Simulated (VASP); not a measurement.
# From an Ansatz input to VASP: SnTe (zincblende)

Ansatz input

```yaml
crystal:
  lattice:
    - [0.0, 3.5839840092, 3.5839840092]
    - [3.5839840092, 0.0, 3.5839840092]
    - [3.5839840092, 3.5839840092, 0.0]
  atoms:
    - { symbol: Sn, position: [0.0, 0.0, 0.0] }
    - { symbol: Te, position: [0.25, 0.25, 0.25] }
kpoints:
  mp_grid: { grid: [6, 6, 6] }
  band_path:
    path:
      - [0.0, 0.0, 0.0]
      - [-0.5, -0.5, 0.0]
      - [-0.375, -0.375, 0.25]
      - [-0.375, 0.0, 0.375]
      - [0.0, 0.0, 0.5]
      - [-0.5, -0.25, 0.25]
      - [0.25, -0.5, -0.25]
      - [0.0, 0.5, 0.5]
    npoints: 1
hamiltonian:
  xc: r2scan
scf:
  occupations: { method: fermi_dirac, width: 0.02 }
  n_extra_bands: 4
output:
  forces: true
  stress: true
  eigenvalues: true
  write_density: true
  write_potential: true
  elf: true
  volumetric_format: npy
```

Task: Translate this input to VASP.

Result: 

INCAR

```
EDIFF = 1E-7
ALGO = Normal
NBANDS = 17
ENCUT = 520
IBRION = -1
NELM = 120
SIGMA = 0.02
LASPH = .TRUE.
LWAVE = .FALSE.
ISMEAR = -1
PREC = Accurate
METAGGA = R2SCAN
LELF = .TRUE.
NSW = 0
LREAL = .FALSE.
ISIF = 2
LCHARG = .TRUE.
```

KPOINTS

```
KPOINTS created by Atomic Simulation Environment
0
Gamma
6 6 6
0 0 0
```

KPOINTS_OPT

```
special points
8
Reciprocal
0.0000000000 0.0000000000 0.0000000000 1
-0.5000000000 -0.5000000000 0.0000000000 1
-0.3750000000 -0.3750000000 0.2500000000 1
-0.3750000000 0.0000000000 0.3750000000 1
0.0000000000 0.0000000000 0.5000000000 1
-0.5000000000 -0.2500000000 0.2500000000 1
0.2500000000 -0.5000000000 -0.2500000000 1
0.0000000000 0.5000000000 0.5000000000 1
```

POSCAR

```
Sn Te
 1.0000000000000000
    -0.0000000000000000    3.5839840091812012    3.5839840091812012
     3.5839840091812012   -0.0000000000000000    3.5839840091812012
     3.5839840091812012    3.5839840091812012   -0.0000000000000000
 Sn  Te
   1   1
Cartesian
 -0.0000000000000000 -0.0000000000000000 -0.0000000000000000
  1.7919920045906006  1.7919920045906006  1.7919920045906006
```

VASP ran with the recommended PBE PAW datasets (20 valence electrons in the cell). Other inputs would serve too.

```json
{"": "gap between bands v and c", "Ansatz": "0.08 eV", "VASP": "0.08 eV"}
{"": "least direct gap", "Ansatz": "0.87 eV", "VASP": "0.87 eV"}
{"": "pressure", "Ansatz": "0.0 GPa", "VASP": "0.0 GPa"}
```

Each program uses its own PAW datasets. VASP's cell holds 20 valence electrons and Ansatz's 30. Ansatz's stress includes a Pulay correction; VASP's doesn't.
